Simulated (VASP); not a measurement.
**Ge under changes of volume**

One of the cells (18.895 Å³/atom); the others are scaled copies at fixed shape and fractional positions:

```
Ge
1.0
    -2.59154    2.59154    1.40667
     2.59154   -2.59154    1.40667
     2.59154    2.59154   -1.40667
Ge
2
Direct
  0.50000 0.50000 0.00000
  0.25000 0.75000 0.50000
```

This isn't the form of Ge at room conditions, which is diamond.

```yaml
Program: VASP 6.6.1
Functional: PBEsol
Potentials_or_basis: VASP PAW PBE potentials, release 64 (Ge_d)
Cutoff: 520 eV
k_mesh: 11 × 11 × 11
Occupations: fermi-dirac, width 0.05 eV
Spin: no spin polarisation
```

| volume (Å³/atom) | energy over the lowest point (meV/atom) | pressure (GPa) |
| --- | --- | --- |
| 17.413 | 13.30 | 4.8 |
| 17.783 | ? | ? |
| 18.154 | 0.00 | 1.0 |
| 18.895 | 2.28 | -2.0 |
| 19.265 | 8.36 | -3.3 |
| 19.636 | 17.31 | -4.5 |

What does the run at 17.783 Å³/atom give?

Energy over the lowest point 4.49 meV/atom; pressure 2.8 GPa.

Worked out: A Birch-Murnaghan fit of order 3 (a polynomial in V^(-2/3)) to the other rows has its minimum at 18.40 Å³/atom with B0 = V·E''(V) = 78 GPa and B' = 4.0 at fixed shape and positions, which overstates the stiffness. It gives 4.51 meV/atom at 17.783 Å³/atom, against the run's 4.49, and -dE/dV = 2.8 GPa, against 2.8.

Energies are extrapolated to zero smearing.

Caveats: the PAW data sets were made with another functional, which shifts forces and pressure a little.
